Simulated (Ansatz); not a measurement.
# ScAl2: the cost of one run

Program: Ansatz 0.2.0. Level of theory: DFT PBE, scalar-relativistic, plane waves, PAW. These are calculated values, not measurements.

### 1 The structure to begin with

It takes space group I-42m (No. 121, tetragonal). Conventional cell: a = 5.983 Å, b = 5.983 Å, c = 4.976 Å, α = 90.00°, β = 90.00°, γ = 90.00°. Sc (site symmetry -42m) is surrounded by 4 Al at 1.73 Å. Sc (site symmetry -42m) has 4 Al at 2.05 Å as nearest neighbours. Al (site symmetry m) has 1 Sc at 1.73 Å as nearest neighbours.

As a file:

```cif
data_structure
_symmetry_space_group_name_H-M 'P 1'
_symmetry_Int_Tables_number 1
_cell_length_a 4.9081
_cell_length_b 4.9081
_cell_length_c 4.9081
_cell_angle_alpha 104.889
_cell_angle_beta 104.889
_cell_angle_gamma 119.085
_cell_volume 89.07
loop_
_atom_site_label
_atom_site_type_symbol
_atom_site_fract_x
_atom_site_fract_y
_atom_site_fract_z
_atom_site_occupancy
Sc1 Sc 0.00000 0.00000 0.00000 1
Sc2 Sc 0.50000 0.50000 0.00000 1
Al1 Al 0.36670 0.36670 0.33340 1
Al2 Al 0.63330 0.96670 0.00000 1
Al3 Al 0.03330 0.03330 0.66660 1
Al4 Al 0.96670 0.63330 0.00000 1
```

The cell is invented: species swapped into a database cell of Fe2B (I-42m, No. 121), with Al on the Fe sites and Sc on the B sites. The dimensions are guesses.

### 2 A first look at the guess

Contents of input.yaml:

```yaml
crystal:
  lattice:
    - [-2.99162568, 2.99162568, 2.48791556]
    - [2.99162568, -2.99162568, 2.48791556]
    - [2.99162568, 2.99162568, -2.48791556]
  atoms:
    - { symbol: Sc, position: [0.0, 0.0, 0.0] }
    - { symbol: Sc, position: [0.5, 0.5, 0.0] }
    - { symbol: Al, position: [0.36669999, 0.36669999, 0.33340001] }
    - { symbol: Al, position: [0.63330001, 0.96670002, 0.0] }
    - { symbol: Al, position: [0.03329998, 0.03329998, 0.66659999] }
    - { symbol: Al, position: [0.96670002, 0.63330001, 0.0] }
basis:
  ecutwfc: 420
kpoints:
  mp_grid: { grid: [4, 4, 4] }
hamiltonian:
  xc: pbe
scf:
  occupations: { method: gaussian, width: 0.1 }
  lower_state_search: "off"
output:
  forces: true
  stress: true
  eigenvalues: true
```

The run is started by

```sh
$ ansatz run input.yaml --threads 1 --pin off --max-ram 2560MiB --backend cpu --events-out ev --progress --plain --runs-dir out
```

What time and memory should one allow on 1 thread of Intel Xeon 6975P-C (Granite Rapids), shared host?

About 1.6 s, with a peak of 0.37 GiB.
